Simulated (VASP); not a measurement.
# Al15Au8 (a cell with a defect) in VASP: further runs

One crystal, Al15Au8 (a cell with a defect), is run at these levels: PBE; tasks: single point.

Program: VASP 6.6.1. These are calculated values, not measurements. Logs are shortened: lines on timing, memory, paths and dates and some standing lists are left out, and cuts for length are marked.

### 1 The structure

The cell holds a defect, 23 atoms: a = 8.498 Å, b = 8.498 Å, c = 8.498 Å, α = 60.00°, β = 60.00°, γ = 60.00°.

### 2 Single point, PBE

INCAR reads:

```
SYSTEM = Al15Au8
ALGO = Normal
EDIFF = 1E-6
ENCUT = 520
GGA = PE
ISIF = 2
ISMEAR = -1
LASPH = .True.
LCHARG = .False.
LREAL = Auto
LWAVE = .False.
NBANDS = 84
NELM = 80
PREC = Accurate
SIGMA = 0.05
```

KPOINTS reads:

```
k-points
0
Gamma
  2 2 2
  0 0 0
```

POSCAR reads:

```
Al15Au8
1.0
    0.0000000000      6.0088633800      6.0088633800
    6.0088633800      0.0000000000      6.0088633800
    6.0088633800      6.0088633800      0.0000000000
Au Al
8 15
Direct
   -0.0002517115      0.0006760846     -0.0059849089
   -0.0002515451      0.0006727562      0.5061795064
   -0.0152701924      0.4968388048      0.0095248463
    0.0147477974      0.5045139668      0.4906779059
    0.4959132554     -0.0143319950      0.0095176070
    0.5035825095      0.0156875758      0.4906729133
    0.4997407679      0.5006798807     -0.0329889344
    0.4997459270      0.5006758866      0.5331856954
    0.1181156826      0.1190391518      0.1317300711
    0.1314283501      0.1323568119      0.6184152917
    0.3543730096      0.3553107909      0.8954648591
    0.1242437135      0.6250858544      0.1212890781
    0.3753406189      0.8761709440      0.3789041880
    0.1242489557      0.6250821100      0.6299973490
    0.3753381226      0.8761759366      0.8701982670
    0.6241613035      0.1251749212      0.1212828374
    0.8752467259      0.3762605100      0.3789117602
    0.6241598057      0.1251750876      0.6299980147
    0.8752428151      0.3762647538      0.8701987663
    0.4998244776      0.5006272917      0.2500829034
    0.8813816632      0.8823069630      0.3684625294
    0.6451100241      0.6460459748      0.6047293423
    0.8680729067      0.8689980400      0.8817735011
```

Potentials or basis: VASP PAW PBE potentials, release 64 (Au, Al).

Run with:

```
$ cat potpaw_PBE.64/Au/POTCAR potpaw_PBE.64/Al/POTCAR > POTCAR
$ mpirun -np 1 vasp_std > vasp.out
```

OUTCAR:

```text
SYSTEM = Al15Au8
   EDIFF = 1E-6
   ENCUT = 520
   GGA = PE
   ISIF = 2
   ISMEAR = -1
   LASPH = .True.
   LREAL = Auto
   NELM = 80
   PREC = Accurate

 ion  position               nearest neighbor table
   1  1.000  0.001  0.994-   9 2.60  21 2.60  16 2.61  19 2.61  15 2.61  12 2.61  23 2.61  10 2.61

   2  1.000  0.001  0.506-   9 2.60  21 2.60  17 2.61  18 2.61  14 2.61  13 2.61  23 2.61  10 2.61

   3  0.985  0.497  0.010-  17 2.57  19 2.57  11 2.57  23 2.58   9 2.62  12 2.64  14 2.64
   4  0.015  0.505  0.491-  14 2.57  12 2.57  22 2.57  10 2.58  21 2.62  17 2.64  19 2.64
   5  0.496  0.986  0.010-  13 2.57  15 2.57  11 2.57  23 2.58   9 2.62  18 2.64  16 2.64
   6  0.504  0.016  0.491-  18 2.57  16 2.57  22 2.57  10 2.58  21 2.62  15 2.64  13 2.64
   7  0.500  0.501  0.967-  20 2.41  22 2.54  11 2.54  15 2.62  12 2.62  19 2.62  16 2.62
   8  0.500  0.501  0.533-  20 2.41  22 2.54  11 2.54  13 2.62  14 2.62  18 2.62  17 2.62
   9  0.118  0.119  0.132-   1 2.60   2 2.60   5 2.62   3 2.62  11 2.84  21 2.84  15 3.03  13 3.03
                            17 3.03  19 3.03
  10  0.131  0.132  0.618-   6 2.58   4 2.58   1 2.61   2 2.61  17 2.98  19 2.98  15 2.98  13 2.98
                            23 3.16
  11  0.354  0.355  0.895-   8 2.54   7 2.54   3 2.57   5 2.57   9 2.84  14 2.99  12 2.99  18 2.99
                            16 2.99
  12  0.124  0.625  0.121-   4 2.57   1 2.61   7 2.62   3 2.64  23 2.98  11 2.99  17 2.99  15 3.02
                            21 3.03
  13  0.375  0.876  0.379-   5 2.57   2 2.61   8 2.62   6 2.64  10 2.98  22 2.99  16 2.99  14 3.02
                             9 3.03
  14  0.124  0.625  0.630-   4 2.57   2 2.61   8 2.62   3 2.64  23 2.98  11 2.99  19 2.99  13 3.02
                            21 3.03
  15  0.375  0.876  0.870-   5 2.57   1 2.61   7 2.62   6 2.64  10 2.98  22 2.99  18 2.99  12 3.02
                             9 3.03
  16  0.624  0.125  0.121-   6 2.57   1 2.61   7 2.62   5 2.64  23 2.98  11 2.99  13 2.99  19 3.02
                            21 3.03
  17  0.875  0.376  0.379-   3 2.57   2 2.61   8 2.62   4 2.64  10 2.98  22 2.99  12 2.99  18 3.02
                             9 3.03
  18  0.624  0.125  0.630-   6 2.57   2 2.61   8 2.62   5 2.64  23 2.98  11 2.99  15 2.99  17 3.02
                            21 3.03
  19  0.875  0.376  0.870-   3 2.57   1 2.61   7 2.62   4 2.64  10 2.98  22 2.99  14 2.99  16 3.02
                             9 3.03
  20  0.500  0.501  0.250-   7 2.41   8 2.41
  21  0.881  0.882  0.368-   1 2.60   2 2.60   4 2.62   6 2.62  22 2.84   9 2.84  12 3.03  16 3.03
                            14 3.03  18 3.03
  22  0.645  0.646  0.605-   8 2.54   7 2.54   4 2.57   6 2.57  21 2.84  13 2.99  15 2.99  19 2.99
                            17 2.99
  23  0.868  0.869  0.882-   3 2.58   5 2.58   2 2.61   1 2.61  12 2.98  16 2.98  18 2.98  14 2.98
                            10 3.16

  LATTYP: Found a face centered cubic cell.
 ALAT       =    12.0177267600

  Lattice vectors:

 A1 = (   0.0000000000,   6.0088633800,   6.0088633800)
 A2 = (   6.0088633800,   0.0000000000,   6.0088633800)
 A3 = (   6.0088633800,   6.0088633800,   0.0000000000)

Analysis of symmetry for initial positions (statically):
=====================================================================
 Subroutine PRICEL returns:
 Original cell was already a primitive cell.

 Routine SETGRP: Setting up the symmetry group for a
 face centered cubic supercell.

 Subroutine GETGRP returns: Found  2 space group operations
 (whereof  1 operations were pure point group operations)
 out of a pool of 48 trial point group operations.

The static configuration has the point symmetry C_1 .
 The point group associated with its full space group is C_1h.

Analysis of symmetry for dynamics (positions and initial velocities):
=====================================================================
 Subroutine PRICEL returns:
 Original cell was already a primitive cell.

 Routine SETGRP: Setting up the symmetry group for a
 face centered cubic supercell.

[... 41 lines left out ...]
   LHFCALC =     F    Hartree Fock is set to
   AEXX    =    0.0000 exact exchange contribution
   IVDW    =     0    specifies the selected vdW correction
   LEPSILON=     F    determine dielectric tensor
   LRPA    =     F    only Hartree local field effects (RPA)
 non-spin polarized calculation
  energy-cutoff  :      520.00
  volume of cell :      433.92
 maximum number of plane-waves:     11708
 NGX is ok and might be reduce to    64
   NGX = 31   NGY = 31   NGZ = 31

 number of electron     133.0000007 magnetization

 Free energy of the ion-electron system (eV)
  ---------------------------------------------------
  ext. energy  EPLUGINS =         0.00000000
  ---------------------------------------------------
  free energy    TOTEN  =       -90.46408460 eV

  energy without entropy =      -90.40522956  energy(sigma->0) =      -90.43465708

 E-fermi :   7.3176     XC(G=0): -10.3346

 val. band max:        7.2544486504   @ k =   0.5000   0.5000   0.0000
 cond. band min:       7.3246781784   @ k =   0.0000   0.5000   0.5000
 fundamental gap:      0.0702295280
 Fermi energy:         7.3175719793

 k-point     1 :       0.0000    0.0000    0.0000
  band No.  band energies     occupation
      1      -3.0238      2.00000
      2      -1.0654      2.00000
      3      -1.0571      2.00000
      4      -0.9913      2.00000
      5      -0.9382      2.00000
      6       0.0678      2.00000
[... 70 lines left out ...]
     77      10.2798      0.00000
     78      10.3072      0.00000

 k-point     2 :       0.5000    0.0000    0.0000
  band No.  band energies     occupation
      1      -2.3527      2.00000
      2      -2.1752      2.00000
      3      -0.6505      2.00000
      4      -0.6433      2.00000
      5      -0.6202      2.00000
      6      -0.4703      2.00000
[... 70 lines left out ...]
     77       9.5494      0.00000
     78       9.7213      0.00000
[... 241 lines left out ...]
     77      10.1568      0.00000
     78      10.1725      0.00000

 k-point     6 :       0.0000    0.5000    0.5000
  band No.  band energies     occupation
      1      -2.1235      2.00000
      2      -1.8128      2.00000
      3      -1.2375      2.00000
      4      -1.2367      2.00000
      5      -0.9159      2.00000
      6      -0.8593      2.00000
[... 70 lines left out ...]
     77      10.1102      0.00000
     78      10.3490      0.00000
 [bands above 78 left out]

------------------------ aborting loop because EDIFF is reached ----------------------------------------

  FORCE on cell =-STRESS in cart. coord.  units (eV):
  Direction    XX          YY          ZZ          XY          YZ          ZX
  --------------------------------------------------------------------------------------
  -------------------------------------------------------------------------------------
  Total        5.8755420      5.8755420      3.7718353      4.4088186      0.0011029     -0.0011028
  in kB       21.6945942     21.6945942     13.9269597     16.2789291      0.0040721     -0.0040720
  external PRESSURE =      19.1053827 kB  Pullay stress =       0.0000000 kB

 VOLUME and BASIS-vectors are now :
 -----------------------------------------------------------------------------
  energy-cutoff  :      520.00
  volume of cell :      433.92
      direct lattice vectors                 reciprocal lattice vectors
     0.000000000  6.008863380  6.008863380    -0.083210412  0.083210412  0.083210412
     6.008863380  0.000000000  6.008863380     0.083210412 -0.083210412  0.083210412
     6.008863380  6.008863380  0.000000000     0.083210412  0.083210412 -0.083210412

 POSITION                                       TOTAL-FORCE (eV/Angst)
 -----------------------------------------------------------------------------------
      5.97696     11.98025      6.01141        -0.005077     -0.003829     -0.000299
      3.04561      9.04892      6.01139         0.003829      0.005077     -0.000299
      3.04267      5.97434      8.90254        -0.003394      0.003394      0.013132
      5.97997      3.03703      3.12017         0.002905     -0.002905     -0.013546
      5.97993      3.03707      8.90262         0.003350     -0.003350      0.013746
      3.04265      5.97435      3.12022        -0.003559      0.003559     -0.013154
[... 15 lines left out ...]
      7.51574      7.51011      7.75838        -0.000410      0.000410     -0.060248
     10.52015     10.51459     10.43782        -0.000481      0.000481      0.011921
 -----------------------------------------------------------------------------------
    total drift:                                0.012751      0.010582      0.002329

  FREE ENERGIE OF THE ION-ELECTRON SYSTEM (eV)
  ---------------------------------------------------
  free  energy   TOTEN  =       -90.4640845963 eV

  energy  without entropy=      -90.4052295611  energy(sigma->0) =      -90.43465708
```

Run time: 5.2 min. Hardware: 1 thread of Intel Xeon Platinum 8488C (Sapphire Rapids), shared host; peak memory 0.6 GiB.

What came out:

* Free energy: -90.4641 eV
* Pressure: 1.9 GPa
* Largest force: 0.060 eV/Å
* Band gap on the k mesh: none (metal or under the smearing width)

Forces in eV/Å, atoms in the order of the input:
```
Au  -0.005 -0.004  0.000
Au   0.004  0.005  0.000
Au  -0.003  0.003  0.013
Au   0.003 -0.003 -0.014
Au   0.003 -0.003  0.014
Au  -0.004  0.004 -0.013
Au  -0.028 -0.028  0.000
Au   0.028  0.028  0.000
Al   0.000  0.000 -0.050
Al   0.001 -0.001 -0.013
Al  -0.001  0.001  0.060
Al  -0.002  0.004  0.038
Al  -0.004  0.002 -0.038
Al  -0.004  0.002  0.038
Al  -0.002  0.004 -0.038
Al   0.004 -0.003  0.039
Al   0.003 -0.004 -0.038
Al   0.003 -0.004  0.039
Al   0.004 -0.003 -0.038
Al   0.001 -0.001  0.001
Al   0.001 -0.001  0.049
Al   0.000  0.000 -0.060
Al   0.000  0.000  0.012
```

Levels at points of the mesh, in eV from the Fermi level:
| k point | band 65 | band 66 | band 67 | band 68 | band 69 | band 70 |
| --- | --- | --- | --- | --- | --- | --- |
| (0.00, 0.00, 0.00) | 0.62 | 0.70 | 0.81 | 0.81 | 1.23 | 1.27 |
| (0.50, 0.00, 0.00) | -0.92 | -0.71 | -0.43 | 0.03 | 1.51 | 1.57 |
| (0.00, 0.50, 0.00) | -0.92 | -0.71 | -0.43 | 0.03 | 1.51 | 1.57 |
| (0.00, 0.00, 0.50) | -0.72 | -0.55 | -0.49 | -0.39 | 1.43 | 1.53 |
| (0.50, 0.50, 0.00) | -0.34 | -0.19 | -0.06 | 0.24 | 0.34 | 0.68 |
| (0.00, 0.50, 0.50) | -0.34 | -0.26 | 0.01 | 0.04 | 0.62 | 0.75 |

Caveat: the k mesh is coarse (spacing up to 0.45 Å⁻¹), so the values aren't converged. The run has no spin-orbit coupling, so splittings on Au are missing.

### 3 Single point, PBE

INCAR reads:

```
SYSTEM = Al15Au8
  PREC = Accurate
  ENCUT = 520
  EDIFF = 1E-6
  ISMEAR = -1
  SIGMA = 0.05
  LREAL = Auto
  LASPH = .TRUE.
  NELM = 80
  ALGO = Normal
  ISIF = 2
  LWAVE = .FALSE.
  LCHARG = .FALSE.
  GGA = PE
  NBANDS = 84
```

KPOINTS reads:

```
Automatic mesh
0
G
  2 2 2
  0 0 0
```

POSCAR reads:

```
Al15Au8
1.0
    0.0000000000      6.0088633800      6.0088633800
    6.0088633800      0.0000000000      6.0088633800
    6.0088633800      6.0088633800      0.0000000000
Au Al
8 15
Direct
   -0.0015477137     -0.0006711752     -0.0041551952
   -0.0015477969     -0.0006747532      0.5068803045
   -0.0078930069      0.4941819796      0.0071093312
    0.0176596626      0.5014187059      0.4907135199
    0.4933039433     -0.0070064831      0.0071028408
    0.5005353442      0.0185466856      0.4907106908
    0.5024759774      0.5033586735     -0.0266465536
    0.5024817189      0.5033550954      0.5213165622
    0.1181278314      0.1190053684      0.1316841389
    0.1287708592      0.1296492283      0.6210406634
    0.3616351983      0.3625243848      0.8881703847
    0.1258371929      0.6240450586      0.1202684192
    0.3772626962      0.8733548540      0.3761927767
    0.1258422687      0.6240413141      0.6303533232
    0.3772599503      0.8733590977      0.8736909409
    0.6231732631      0.1267139810      0.1202646747
    0.8724822264      0.3781299984      0.3761993504
    0.6231713493      0.1267148963      0.6303522414
    0.8724763185      0.3781365720      0.8736955174
    0.4351404475      0.4359469228      0.3147088526
    0.8790898821      0.8799699154      0.3707198615
    0.6417284362      0.6426147935      0.6080798096
    0.8637104344      0.8645853086      0.8861050191
```

Potentials or basis: VASP PAW PBE potentials, release 64 (Au, Al).

Run with:

```
$ cat potpaw_PBE.64/Au/POTCAR potpaw_PBE.64/Al/POTCAR > POTCAR
$ mpirun -np 1 vasp_std > vasp.out
```

It took 5.3 min on 1 thread of Intel Xeon Platinum 8488C (Sapphire Rapids), shared host; peak memory 0.6 GiB.

It converged, with:

```yaml
Free_energy: -90.9421 eV
Pressure: 1.6 GPa
Largest_force: 0.863 eV/Å
Band_gap_on_the_k_mesh: none (metal or under the smearing width)
```

Forces on the atoms (eV/Å):
```
Au  -0.003 -0.002  0.017
Au   0.002  0.003  0.017
Au  -0.040  0.040  0.085
Au  -0.011  0.011  0.024
Au   0.040 -0.040  0.085
Au   0.012 -0.012  0.024
Au   0.046  0.044  0.074
Au  -0.044 -0.046  0.074
Al   0.000  0.000  0.010
Al  -0.001  0.001 -0.005
Al   0.000  0.000  0.157
Al  -0.012  0.004  0.066
Al  -0.038 -0.009  0.013
Al  -0.004  0.012  0.066
Al   0.009  0.038  0.013
Al   0.003 -0.012  0.065
Al  -0.009 -0.038  0.013
Al   0.012 -0.003  0.065
Al   0.038  0.009  0.013
Al   0.000  0.000 -0.863
Al  -0.001  0.001  0.037
Al   0.001 -0.001 -0.031
Al  -0.001  0.001 -0.020
```

Stress tensor (GPa, compression positive):
```
1.70 1.03 0.00
1.03 1.70 0.00
0.00 0.00 1.41
```

Levels at points of the mesh, in eV from the Fermi level:
| k point | band 64 | band 65 | band 66 | band 67 | band 68 | band 69 | band 70 | band 71 |
| --- | --- | --- | --- | --- | --- | --- | --- | --- |
| (0.00, 0.00, 0.00) | 0.56 | 0.65 | 0.68 | 1.00 | 1.00 | 1.18 | 1.34 | 1.36 |
| (0.50, 0.00, 0.00) | -0.86 | -0.85 | -0.83 | -0.29 | -0.07 | 1.53 | 1.55 | 1.72 |
| (0.00, 0.50, 0.00) | -0.86 | -0.85 | -0.83 | -0.29 | -0.07 | 1.53 | 1.55 | 1.72 |
| (0.00, 0.00, 0.50) | -0.86 | -0.73 | -0.72 | -0.34 | -0.23 | 1.49 | 1.59 | 1.83 |
| (0.50, 0.50, 0.00) | -0.45 | -0.26 | -0.19 | 0.00 | 0.18 | 0.43 | 0.70 | 0.99 |
| (0.00, 0.50, 0.50) | -0.56 | -0.26 | -0.21 | 0.03 | 0.10 | 0.49 | 0.78 | 1.02 |

Caveat: the k mesh is coarse (spacing up to 0.45 Å⁻¹), so the values aren't converged. The run has no spin-orbit coupling, so splittings on Au are missing.

### 4 Single point, PBE

INCAR reads:

```
  PREC = Accurate
  ENCUT = 520
  EDIFF = 1E-6
  ISMEAR = -1
  SIGMA = 0.05
  LREAL = Auto
  LASPH = T
  NELM = 60
  ALGO = Normal
  ISIF = 2
  LWAVE = F
  LCHARG = F
  GGA = PE
  NBANDS = 84
```

KPOINTS reads:

```
Automatic mesh
0
Gamma
  2 2 2
```

POSCAR reads:

```
Al15Au8
1.0
    0.0000000000      6.0088633800      6.0088633800
    6.0088633800      0.0000000000      6.0088633800
    6.0088633800      6.0088633800      0.0000000000
Au Al
8 15
Direct
    0.0002116041      0.0009355347     -0.0014426189
    0.0001253981      0.0010561898      0.5005444973
    0.0045645072      0.4988926042     -0.0016248497
    0.0002235032      0.4989324620      0.5005660488
    0.4980597512      0.0054224897     -0.0014736564
    0.4983918439      0.0009503461      0.5005661320
    0.4981310625      0.4989207293     -0.0014536027
    0.4979889391      0.4990563623      0.5049423340
    0.1241218934      0.1249107281      0.1256233421
    0.1248539786      0.1254231378      0.6250470784
    0.3747440003      0.3755543032      0.8751336430
    0.1241592549      0.6260709825      0.1256418980
    0.3832204785      0.8670930208      0.3665362916
    0.1240248701      0.6261719167      0.6243860549
    0.3833562779      0.8669642111      0.8836846778
    0.6253272478      0.1249041545      0.1257467431
    0.8659689314      0.3842533694      0.3664062337
    0.6251942776      0.1250088332      0.6245292600
    0.8661326063      0.3840802085      0.8835978061
    0.3833239091      0.3840618190      0.3665503542
    0.8747404738      0.8754752217      0.3750471358
    0.6253378156      0.6261466208      0.6245553048
    0.8659050258      0.8668276628      0.8837812851
```

Run with:

```
$ cat potpaw_PBE.64/Au/POTCAR potpaw_PBE.64/Al/POTCAR > POTCAR
$ mpirun -np 1 vasp_std > vasp.out
```

Run time: 8.2 min. Hardware: 1 thread of Intel Xeon Platinum 8488C (Sapphire Rapids), shared host; peak memory 0.63 GiB.

The run converged. Its results:

- Free energy: -91.3241 eV
- Pressure: 1.5 GPa
- Largest force: 0.012 eV/Å
- Band gap on the k mesh: none (metal or under the smearing width)

Forces on the atoms (eV/Å):
```
Au  -0.001  0.000  0.002
Au   0.003  0.002  0.001
Au   0.000  0.002 -0.001
Au  -0.002 -0.001  0.001
Au   0.000 -0.002 -0.002
Au   0.004 -0.004 -0.004
Au  -0.001  0.000  0.000
Au   0.000  0.002 -0.001
Al   0.002 -0.001 -0.010
Al   0.001 -0.003 -0.001
Al   0.001 -0.003  0.001
Al   0.007 -0.001 -0.001
Al   0.004  0.001 -0.001
Al   0.001 -0.004  0.001
Al   0.001 -0.005 -0.001
Al  -0.001  0.007  0.002
Al  -0.001  0.008  0.000
Al  -0.010  0.000  0.004
Al  -0.007  0.002  0.000
Al   0.002  0.000 -0.005
Al   0.000  0.001  0.001
Al  -0.003 -0.002  0.004
Al  -0.001  0.001  0.012
```

Levels at points of the mesh, in eV from the Fermi level:
| k point | band 64 | band 65 | band 66 | band 67 | band 68 | band 69 | band 70 | band 71 |
| --- | --- | --- | --- | --- | --- | --- | --- | --- |
| (0.00, 0.00, 0.00) | 0.48 | 0.70 | 0.70 | 1.14 | 1.14 | 1.14 | 1.40 | 1.40 |
| (0.50, 0.00, 0.00) | -0.81 | -0.80 | -0.80 | -0.18 | -0.18 | 1.57 | 1.57 | 1.94 |
| (0.00, 0.50, 0.00) | -0.81 | -0.80 | -0.80 | -0.18 | -0.18 | 1.57 | 1.57 | 1.94 |
| (0.00, 0.00, 0.50) | -0.81 | -0.80 | -0.80 | -0.18 | -0.18 | 1.57 | 1.57 | 1.94 |
| (0.50, 0.50, 0.50) | -0.81 | -0.80 | -0.80 | -0.18 | -0.18 | 1.57 | 1.57 | 1.94 |
| (0.50, 0.50, 0.00) | -0.41 | -0.20 | -0.20 | 0.06 | 0.07 | 0.49 | 0.72 | 1.14 |
| (0.00, 0.50, 0.50) | -0.41 | -0.20 | -0.20 | 0.06 | 0.06 | 0.49 | 0.72 | 1.14 |
| (0.50, 0.00, 0.50) | -0.41 | -0.20 | -0.20 | 0.06 | 0.06 | 0.49 | 0.72 | 1.14 |

Caveat: the k mesh is coarse (spacing up to 0.45 Å⁻¹), so the values aren't converged. Spin-orbit coupling is left out, which matters for the levels of Au.
